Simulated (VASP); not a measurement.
Output of a VASP run:

**OUTCAR**
```
 ion  position               nearest neighbor table
   1  0.000  0.000  0.000-   2 3.01   2 3.01   2 3.01   2 3.01   2 3.01   2 3.01
   2  0.500  0.500  0.500-   1 3.01   1 3.01   1 3.01   1 3.01   1 3.01   1 3.01
  LATTYP: Found a face centered cubic cell.
 ALAT       =     6.0286300000
 Subroutine PRICEL returns:
 Original cell was already a primitive cell.
 Subroutine GETGRP returns: Found 48 space group operations
The static configuration has the point symmetry O_h .
The dynamic configuration has the point symmetry O_h .
 Subroutine INISYM returns: Found 48 space group operations
 Subroutine IBZKPT returns following result:
 Found      8 irreducible k-points:

 Following reciprocal coordinates:
            Coordinates               Weight
  0.000000  0.000000  0.000000      1.000000
  0.250000  0.000000  0.000000      8.000000
  0.500000  0.000000  0.000000      4.000000
  0.250000  0.250000  0.000000      6.000000
  0.500000  0.250000  0.000000     24.000000
 -0.250000  0.250000  0.000000     12.000000
  0.500000  0.500000  0.000000      3.000000
 -0.250000  0.500000  0.250000      6.000000
 Subroutine IBZKPT_HF returns following result:
   k-points           NKPTS =      8   k-points in BZ     NKDIM =     64   number of bands    NBANDS=      9
   number of dos      NEDOS =    301   number of ions     NIONS =      2
   total plane-waves  NPLWV =  21952
   dimension x,y,z NGX =    28 NGY =   28 NGZ =   28
   dimension x,y,z NGXF=    56 NGYF=   56 NGZF=   56
   ions per type =               1   1
   PREC   = accura    normal or accurate (medium, high low for compatibility)
   ISTART =      0    job   : 0-new  1-cont  2-samecut
   ICHARG =      2    charge: 1-file 2-atom 10-const
   ISPIN  =      1    spin polarized calculation?
   LNONCOLLINEAR =      F non collinear calculations
   LSORBIT =      F    spin-orbit coupling
   INIWAV =      1    electr: 0-lowe 1-rand  2-diag
   ENCUT  =  400.0 eV  29.40 Ry    5.42 a.u.   6.95  6.95  6.95*2*pi/ulx,y,z
   NELM   =    100;   NELMIN=  2; NELMDL= -5     # of ELM steps
   EDIFF  = 0.1E-05   stopping-criterion for ELM
   LREAL  =      F    real-space projection
   NLSPLINE    = F    spline interpolate recip. space projectors
   LMAXMIX     =    4 max onsite mixed and CHGCAR
   VOSKOWN=      0    Vosko Wilk Nusair interpolation
   EDIFFG = 0.1E-04   stopping-criterion for IOM
   NSW    =      0    number of steps for IOM
   NBLOCK =      1;   KBLOCK =      1    inner block; outer block
   IBRION =     -1    ionic relax: 0-MD 1-quasi-New 2-CG
   NFREE  =      0    steps in history (QN), initial steepest desc. (CG)
   ISIF   =      2    stress and relaxation
   ISYM   =      3    0-nonsym 1-usesym 2-fastsym
   TEIN   =    0.0    initial temperature
   TEBEG  =    0.0;   TEEND  =   0.0 temperature during run
   SMASS  =  -3.00    Nose mass-parameter (am)
   PSTRESS=    0.0 pullay stress
   NELECT =      10.0000    total number of electrons
   EFERMI =   0.00;   METHOD = LEGACY
   ISMEAR =     0;   SIGMA  =   0.01  broadening in eV -4-tet -1-fermi 0-gaus
   IALGO  =     38    algorithm
   LDIAG  =      T    sub-space diagonalisation (order eigenvalues)
   IMIX   =      1    mixing-type and parameters
     AMIX     =   0.40;   BMIX     =  1.00
     AMIX_MAG =   1.60;   BMIX_MAG =  1.00
     AMIN     =   0.10
   GGA     = PE    functional components
   VOSKOWN =     0    Vosko Wilk Nusair interpolation
   LHFCALC =     T    Hartree Fock is set to
   NKREDX  =     1    reduce k-point grid by
   AEXX    =    0.2500 exact exchange contribution
   HFSCREEN=    0.2000 screening length (either q_TF or 0.3 A-1)
   HFRCUT  =    0.0000 spherical cutoff for potential kernel
   AGGAX   =    0.7500 GGA exchange part
   ALDAC   =    1.0000 LDA correlation
   AGGAC   =    1.0000 GGA correlation
  energy-cutoff  :      400.00
  volume of cell :       54.78
      direct lattice vectors                 reciprocal lattice vectors
     0.000000000  3.014315000  3.014315000    -0.165875166  0.165875166  0.165875166
     3.014315000  0.000000000  3.014315000     0.165875166 -0.165875166  0.165875166
...
```

File OSZICAR:
```
       N       E                     dE             d eps       ncg     rms          rms(c)
DAV:   1    -0.114620328770E+04   -0.11462E+04   -0.32371E+03   144   0.819E+02
DAV:   2    -0.118601115960E+04   -0.39808E+02   -0.38214E+02   191   0.123E+02
DAV:   3    -0.118798675866E+04   -0.19756E+01   -0.19749E+01   198   0.323E+01
DAV:   4    -0.118802252119E+04   -0.35763E-01   -0.35732E-01   201   0.506E+00
DAV:   5    -0.668963125641E+01    0.11813E+04   -0.36794E+00   148   0.112E+01    0.403E+00
DAV:   6    -0.672100346917E+01   -0.31372E-01   -0.31555E-01   211   0.339E+00    0.402E+00
DAV:   7    -0.672433794321E+01   -0.33345E-02   -0.23568E-02   164   0.107E+00    0.260E+00
DAV:   8    -0.672485362166E+01   -0.51568E-03   -0.30986E-03   217   0.416E-01    0.161E+00
DAV:   9    -0.672510190732E+01   -0.24829E-03   -0.49205E-04   176   0.200E-01    0.915E-01
DAV:  10    -0.672529500513E+01   -0.19310E-03   -0.22136E-04   184   0.127E-01    0.507E-01
DAV:  11    -0.672541671911E+01   -0.12171E-03   -0.78085E-05   160   0.789E-02    0.282E-01
DAV:  12    -0.672548538441E+01   -0.68665E-04   -0.37344E-05   185   0.541E-02    0.155E-01
DAV:  13    -0.672552104368E+01   -0.35659E-04   -0.15455E-05   160   0.349E-02    0.872E-02
DAV:  14    -0.672553919548E+01   -0.18152E-04   -0.78437E-06   185   0.244E-02    0.481E-02
DAV:  15    -0.672554824970E+01   -0.90542E-05   -0.32548E-06   159   0.157E-02    0.274E-02
DAV:  16    -0.672555262778E+01   -0.43781E-05   -0.15750E-06   168   0.108E-02    0.153E-02
DAV:  17    -0.672555471096E+01   -0.20832E-05   -0.67500E-07   153   0.705E-03    0.867E-03
DAV:  18    -0.672555568268E+01   -0.97172E-06   -0.28439E-07    78   0.478E-03
   1 F= -.67255557E+01 E0= -.67255557E+01  d E =-.621244E-14
```

File OUTCAR:
```
------------------------ aborting loop because EDIFF is reached ----------------------------------------
  FORCE on cell =-STRESS in cart. coord.  units (eV):
  Direction    XX          YY          ZZ          XY          YZ          ZX
  --------------------------------------------------------------------------------------
  Total       -0.2758657     -0.2758657     -0.2758657     -0.0000000      0.0000000     -0.0000000
  in kB       -8.0688631     -8.0688631     -8.0688631     -0.0000000      0.0000000     -0.0000000
  external PRESSURE =      -8.0688631 kB  Pullay stress =       0.0000000 kB
  volume of cell :       54.78
      direct lattice vectors                 reciprocal lattice vectors
     0.000000000  3.014315000  3.014315000    -0.165875166  0.165875166  0.165875166
     3.014315000  0.000000000  3.014315000     0.165875166 -0.165875166  0.165875166
     3.014315000  3.014315000  0.000000000     0.165875166  0.165875166 -0.165875166
 POSITION                                       TOTAL-FORCE (eV/Angst)
 -----------------------------------------------------------------------------------
      0.00000      0.00000      0.00000         0.000000     -0.000000      0.000000
      3.01431      3.01431      3.01431        -0.000000      0.000000     -0.000000
 -----------------------------------------------------------------------------------
    total drift:                                0.000001      0.000001      0.000001
  FREE ENERGIE OF THE ION-ELECTRON SYSTEM (eV)
  ---------------------------------------------------
  free  energy   TOTEN  =        -6.7255556827 eV

  energy  without entropy=       -6.7255556827  energy(sigma->0) =       -6.72555568

  exchange ACFDT corr.  =         0.00000000  see jH, gK, PRB 81, 115126
```
(Selected blocks of OUTCAR.)

**POSCAR**
```
LiI
1
    0.0000000000     3.0143150000     3.0143150000
    3.0143150000     0.0000000000     3.0143150000
    3.0143150000     3.0143150000     0.0000000000
Li I
1 1
Direct
  0.0000000000   0.0000000000   0.0000000000
  0.5000000000   0.5000000000   0.5000000000
```

Reconstruct the remaining input files.

This is not unique; one that fits is the input of the run itself, HSE06 screened hybrid, plane waves, VASP's PBE PAW potentials (set 64).

INCAR:
```
# general
SYSTEM   = LiI
PREC     = Accurate
ENCUT    = 400   # plane-wave cut-off (eV)
LREAL    = .FALSE.
LASPH    = .TRUE.   # aspherical one-centre terms
ISYM     = 3

# electronic loop
EDIFF    = 1E-6
NELM     = 100
ALGO     = Normal   # blocked Davidson
LMAXMIX  = 4   # l cut-off of mixed one-centre charges

# smearing
ISMEAR   = 0   # Gaussian
SIGMA    = 0.01

# functional
GGA      = PE   # PBE
LHFCALC  = .TRUE.
AEXX     = 0.25
HFSCREEN = 0.2   # 1/Angstrom
PRECFOCK = Fast

# ions
ISIF     = 2

# output
LWAVE    = .FALSE.
LCHARG   = .FALSE.
```

File KPOINTS:
```
Automatic mesh
0
Gamma
4 4 4
0 0 0
```

POTCAR, in this order: Li_sv I (PBE.64 set). Program: vasp_std.

At this cut-off the stress carries a Pulay error, which pulls relaxed volumes low.

The structure comes from a computed database's LiI entry; how it stands against other phases isn't given here. The cell was not relaxed at this level. The k-mesh is coarse (spacing up to 0.45 per Å, 2π included), so the numbers may not be converged in it. The run is one of a series of settings (AEXX = 0.25, GGA = PE, HFSCREEN = 0.2, ISYM = 3, LHFCALC = .TRUE., PRECFOCK = Fast, KPOINTS 4×4×4 Γ-centred mesh, POTCAR Li_sv I (PBE.64 set) against the base run), some of them coarse on purpose.
